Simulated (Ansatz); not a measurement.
Molecular dynamics on a 1×1×1 supercell (3 atoms) of WS2 (R3m), relaxed with r2SCAN+rVV10. Forces come from PBE in Ansatz: Langevin thermostat and barostat (NPT), 1700 K, steps of 1.5 fs. Computed, non-magnetic; the trajectory is short and the cell small, so nothing here is a converged average.

```yaml
crystal:
  lattice:
    - [1.585886709, 0.9156121184, 6.2374759783]
    - [-1.585886709, 0.9156121184, 6.2374759783]
    - [0.0, -1.8312242367, 6.2374759783]
  atoms:
    - { symbol: W, position: [0.0006662242, 0.0006662242, 0.0006662242] }
    - { symbol: S, position: [0.2505579538, 0.2505579538, 0.2505579538] }
    - { symbol: S, position: [0.4174758221, 0.4174758221, 0.4174758221] }
kpoints:
  mp_grid: { grid: [6, 6, 6] }
hamiltonian:
  xc: pbe
scf:
  occupations: { method: fermi_dirac, width: 0.146 }
md:
  ensemble: npt_langevin
  temperature: 1700
  timestep: 1.5
  n_steps: 30
  initial_velocities: maxwell_boltzmann
  seed: 9254
```

Run as `ansatz run input.yaml --threads 4 --pin off --max-ram 3686MiB --backend cpu --events-out ev --progress --plain --runs-dir out`. It took 68 s on 4 threads of Arm Neoverse V2, on a shared host; peak host memory 0.56 GiB.

```
step  t (fs)  T (K)  free energy F from step 0 (meV/atom)  kinetic energy (meV/atom)  pressure (GPa)  volume (Å³/atom)  largest force (eV/Å)
   0       0   1133                                   0.0                      146.5            4.14             18.11                  0.20
   1     1.5    795                                   1.9                      102.7            4.47             18.11                  0.44
   2       3    763                                   5.4                       98.6            5.05             18.10                  0.69
   3     4.5    964                                  10.1                      124.7            5.70             18.11                  0.90
   4       6    976                                  16.5                      126.2            6.21             18.13                  1.11
   5     7.5   1030                                  25.1                      133.1            6.78             18.15                  1.35
   6       9   1157                                  35.3                      149.5            7.27             18.19                  1.62
   7    10.5   1014                                  46.4                      131.0            7.31             18.25                  1.87
   8      12   1174                                  59.1                      151.8            7.39             18.32                  2.12
   9    13.5   1205                                  74.8                      155.8            7.45             18.39                  2.38
  10      15   1080                                  92.0                      139.6            7.46             18.45                  2.63
  11    16.5    862                                 107.8                      111.5            7.32             18.52                  2.81
  12      18    565                                 119.4                       73.0            6.92             18.58                  2.99
  13    19.5    468                                 127.8                       60.5            6.61             18.64                  3.12
  14      21    392                                 134.6                       50.7            6.38             18.68                  3.17
  15    22.5    184                                 137.6                       23.8            5.86             18.73                  3.17
  16      24    181                                 137.1                       23.4            5.24             18.78                  3.14
  17    25.5    176                                 134.1                       22.7            4.62             18.83                  3.09
  18      27    256                                 128.8                       33.1            4.05             18.86                  3.04
  19    28.5    387                                 122.0                       50.0            3.37             18.90                  2.97
  20      30    540                                 112.7                       69.8            2.52             18.95                  2.84
  21    31.5    534                                 102.8                       69.0            1.57             19.00                  2.66
  22      33    905                                  92.0                      117.0            0.96             19.03                  2.43
  23    34.5   1101                                  80.0                      142.4            0.16             19.06                  2.11
  24      36   1421                                  68.8                      183.7           -0.62             19.10                  1.72
  25    37.5   1408                                  59.2                      182.0           -1.67             19.14                  1.43
  26      39   1444                                  52.9                      186.6           -2.62             19.17                  1.38
  27    40.5   1567                                  50.3                      202.6           -3.43             19.21                  1.32
  28      42   1672                                  51.5                      216.2           -4.14             19.24                  1.23
  29    43.5   1772                                  58.1                      229.0           -4.87             19.27                  1.47
  30      45   1942                                  69.5                      251.0           -5.67             19.31                  1.78
```

The temperature starts at 1133 K, is lowest at step 17 (176 K, 25.5 fs) and ends at 1942 K. The atoms start on their lattice sites with kinetic energy alone, so much of it first passes into potential energy. The first value is 2/3 of the setting, since velocities are drawn without the motion of the centre of mass and T is counted over all atoms.

Positions (Å) and forces (eV/Å) at step 30:
```
cell (Å): 1.620 0.935 6.372; -1.620 0.935 6.372; 0.000 -1.871 6.372
W   -0.005  -0.054   0.036     0.088  -0.379  -0.953
S    0.113  -0.051   4.754    -0.877  -0.087   1.543
S   -0.106  -0.112   7.989     0.789   0.467  -0.590
```
